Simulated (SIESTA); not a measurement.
Crystal: Sb.

```
Sb
1.0
    -1.87134    1.87134    1.87134
     1.87134   -1.87134    1.87134
     1.87134    1.87134   -1.87134
Sb
1
Direct
  0.00000 0.00000 0.00000
```

This isn't the form of Sb at room conditions, which is rhombohedral.

- Program: SIESTA 5.4.2
- Task: relaxation of cell and atoms
- Functional: PBE
- Potentials or basis: PseudoDojo 0.4 standard (PBE files)
- Basis: TZDP (energy shift 0.003 Ry; two zetas on semicore shells)
- Grid cutoff: 500 Ry
- Energy shift: 0.003 Ry
- k mesh: 10 × 10 × 10
- Occupations: fermi-dirac, width 0.05 eV
- Spin: no spin polarisation

At the start: pressure 3.8 GPa; volume 26.21 Å³/atom.

How do energy, volume and symmetry change on relaxing?

Over 4 steps the energy falls by 15.1 meV/atom and the volume is 27.70 Å³/atom (+5.7 %); space group Im-3m (No. 229, to 0.05 Å).

Step by step:
```
step  energy change (eV)  largest force (eV/Å)  pressure (GPa)  volume (Å³)
   1              0.0000                0.0000            3.83        26.21
   2             -0.0128                0.0000            1.29        27.13
   3             -0.0086                0.0000           -2.02        28.65
   4             -0.0151                0.0000           -0.05        27.70
```

Final structure:
```cif
data_structure
_symmetry_space_group_name_H-M 'P 1'
_symmetry_Int_Tables_number 1
_cell_length_a 3.3014
_cell_length_b 3.3014
_cell_length_c 3.3014
_cell_angle_alpha 109.475
_cell_angle_beta 109.475
_cell_angle_gamma 109.475
_cell_volume 27.70
loop_
_atom_site_label
_atom_site_type_symbol
_atom_site_fract_x
_atom_site_fract_y
_atom_site_fract_z
_atom_site_occupancy
Sb1 Sb 0.00000 0.00000 0.00000 1
```

Caveat: the basis of atomic orbitals isn't converged, which shifts pressures, moduli and gaps.
